A plunge at the zone centre

Move across the surface zone in small steps, and the highest occupied level of a crystal slab should change in small steps too. An electron wave of slightly different wavelength meets the same atoms, so its energy and its place in the slab should hardly differ. In this HgS slab the expectation holds along much of the path and then fails at the very centre of the zone, the point G.

Kohn-Sham levels of a relaxed six-plane HgS (111) slab, computed with Ansatz 0.2.0 using non-spin-polarised, scalar-relativistic PBE, PAW, a 420 eV plane-wave cutoff, a Gamma-centred 9×9×1 k mesh, 0.1 eV Gaussian smearing and a dipole correction. Outer orbital weights are Löwdin weights, averaged over levels within 1.5 meV and not renormalised.

```
point label  point a (reciprocal cell vectors)  point b (reciprocal cell vectors)  level b1 from the Fermi level (eV)  outer orbital weight b1  level b2 from the Fermi level (eV)  outer orbital weight b2  level a1 from the Fermi level (eV)  outer orbital weight a1
          M                             0.5000                             0.0000                              -0.650                    0.920                              -1.440                    0.940                               1.500                    0.790
    between                             0.4167                             0.0000                              -0.680                    0.900                              -1.340                    0.940                               1.470                    0.800
    between                             0.3333                             0.0000                              -0.760                    0.840                              -1.060                    0.940                               1.320                    0.830
    between                             0.2500                             0.0000                              -0.680                    0.940                              -0.870                    0.780                               1.010                    0.870
    between                             0.1667                             0.0000                              -0.280                    0.940                              -0.940                    0.770                               0.480                    0.910
    between                             0.0833                             0.0000                              -0.220                    0.920                              -0.520                    0.960                               0.030                    0.950
          G                             0.0000                             0.0000                              -0.590                    0.190                              -0.590                    0.190                               0.070                    0.710
    between                             0.0556                             0.0556                              -0.010                    0.950                              -0.100                    0.920                               0.740                    0.550
    between                             0.1111                             0.1111                              -0.470                    0.940                              -0.910                    0.730                               0.730                    0.910
    between                             0.1667                             0.1667                              -0.740                    0.820                              -1.170                    0.910                               1.450                    0.870
    between                             0.2222                             0.2222                              -0.610                    0.880                              -1.560                    0.370                               2.000                    0.820
    between                             0.2778                             0.2778                              -0.540                    0.950                              -1.450                    0.210                               2.310                    0.680
          K                             0.3333                             0.3333                              -0.510                    0.990                              -1.410                    0.120                               2.410                    0.600
    between                             0.3611                             0.2778                              -0.520                    0.980                              -1.420                    0.140                               2.380                    0.620
    between                             0.3889                             0.2222                              -0.530                    0.960                              -1.440                    0.190                               2.270                    0.680
    between                             0.4167                             0.1667                              -0.560                    0.950                              -1.480                    0.240                               2.070                    0.750
    between                             0.4444                             0.1111                              -0.590                    0.930                              -1.510                    0.320                               1.820                    0.780
    between                             0.4722                             0.0556                              -0.630                    0.930                              -1.500                    0.760                               1.590                    0.790
```

The labels b1 and b2 stand for the first and second level below the Fermi level, and a1 for the first above it. The outer orbital weight tells how much of a level sits on the two outermost planes at each face, both faces taken together, so it does not say which face holds the level. These are four of the six planes, and a level spread evenly through the slab would already score about two thirds. At 17 of the 18 points b1 has a weight above 0.8, so it leans towards the outer planes, most clearly where the weight comes close to one. At G the weight is only 0.19, and the level lies nearly half an eV below the mean of its two neighbours.

Ranks are not bands

Picture runners on a track who are listed at each moment by place, not by name. When one overtakes another, the entry "second place" passes to a different person, although nobody has jumped. The columns b1, b2 and a1 are such places. A band is the runner: one kind of electron wave followed from point to point.

Two events can change who holds a place. A level may pass through the Fermi level, from which the places are counted; then every place on both sides shifts by one. Or two levels on the same side may cross and trade places. The first event can give large jumps, because the place passes to the next level, however far away that is. The second gives only a kink in energy, because the two levels are equal where they trade.

The slip beside G

The two points next to G show the first event. On the M side, a1 lies at 0.03 eV with weight 0.95; on the K side, b1 lies at −0.01 eV with the same weight. The next level down also matches: b1 on the M side and b2 on the K side both have weight 0.92. The simplest reading is that the same two levels appear on both sides, moved down one place.

The energies support this. Compared place by place, a1 rises by 0.71 eV from the M side to the K side. Compared after the slip, the upper level differs by only 0.04 eV and the lower one by 0.12 eV. A shift of a few hundredths of an eV through the Fermi level is thus enough to make the a1 column leap.

At G itself, b1 and b2 are equal at −0.59 eV, and both sit mainly in the interior. Equal pairs are allowed there because the slab has a threefold axis with mirror planes. No outer level is among the two nearest below the Fermi level, so the outer levels seen on either side have left these two places, though not necessarily in the same direction. On the way from M towards G, the a1 level falls in ever larger steps, by 0.31 and then 0.53 eV up to a = 0.1667. If it keeps falling, it becomes the lower of the two levels beside G and may end up below the interior pair at G itself, where this table does not reach. The upper one may be the a1 level at G, at 0.07 eV, but its weight of 0.71 does not settle the matter.

Levels that trade places

The second event happens on the way from G to M, between the points with a = 0.2500 and a = 0.3333. One level falls towards M and keeps a weight of 0.94 at five points in a row, first as b1 and then as b2. The other rises towards M and gains weight on the way. The weights therefore suggest how to rejoin the levels, and the energies can test the choice.

The test uses the simplest smooth model: on equally spaced points, a level should lie close to the midpoint of its neighbours. The model has no adjustable constant. For b1 at a = 0.2500, the two ways of joining give

places kept: (−0.28 − 0.76)/2 = −0.52 eV
places traded: (−0.28 − 1.06)/2 = −0.67 eV

The calculated level is −0.68 eV. Trading places cuts the miss from 0.16 to 0.01 eV, so most of the apparent dent in b1 comes from the listing. On the way from G to K, the same exchange cuts the miss of b1 at a = 0.1667 from 0.20 to 0.02 eV.

The midpoint works less well where a band bends. At a = 0.3333, the falling level misses it by 0.05 eV even after the exchange, about as much as b2 did before. This level flattens on its way to M, and a straight line between neighbours ignores the bend.

Symmetry decides whether such levels really cross. The line from G to M lies in a mirror plane, so a level that is even under reflection and one that is odd cannot mix, and they may pass through each other. Along the other two lines no mirror forbids mixing, so levels that approach each other may repel slightly. The points here are too coarse to tell a crossing from a narrow avoidance.

A break that the energy hides

From K to M the b1 level is smooth: it stays within 0.01 eV of its midpoints. The b2 level looks almost as calm, yet near M its weight leaps from 0.32 to 0.76 while its energy changes by only 0.01 eV. An interior level coming down from K has met an outer level coming up towards M. A plot of energies alone would show only a shallow dip, not this change of character.

Why levels crowd at the Fermi level

The slab ends in Hg on one side and in S on the other. Such a stack carries an electric field that raises electron energies towards the S side, until filled S levels come close to empty Hg levels and charge can flow between the faces. The work function is 2.12 eV larger at the S face than at the Hg face, which fits this picture. PBE also tends to make band gaps too small, and this slab alone cannot separate the two causes.

The overlap of filled and empty bands on the calculation's mesh is only about 0.05 eV, less than the smearing of 0.1 eV. Spin-orbit coupling, which is strong in Hg, is left out and could move levels by more than the few hundredths of an eV that decide the slip. The slab is also thin, and its small surface cell leaves no room for the atoms to reconstruct. The exact points at which places change near G therefore belong to this calculation and may differ at a real surface.

Reading a similar list

In another slab, look first for bands that touch the Fermi level: there the listed level can jump by the whole distance to the next one. Where two levels on the same side meet, look for a kink in energy and a swap in weight. To decide whether a surface state has vanished, follow its weight and slope into the neighbouring columns before trusting the label.
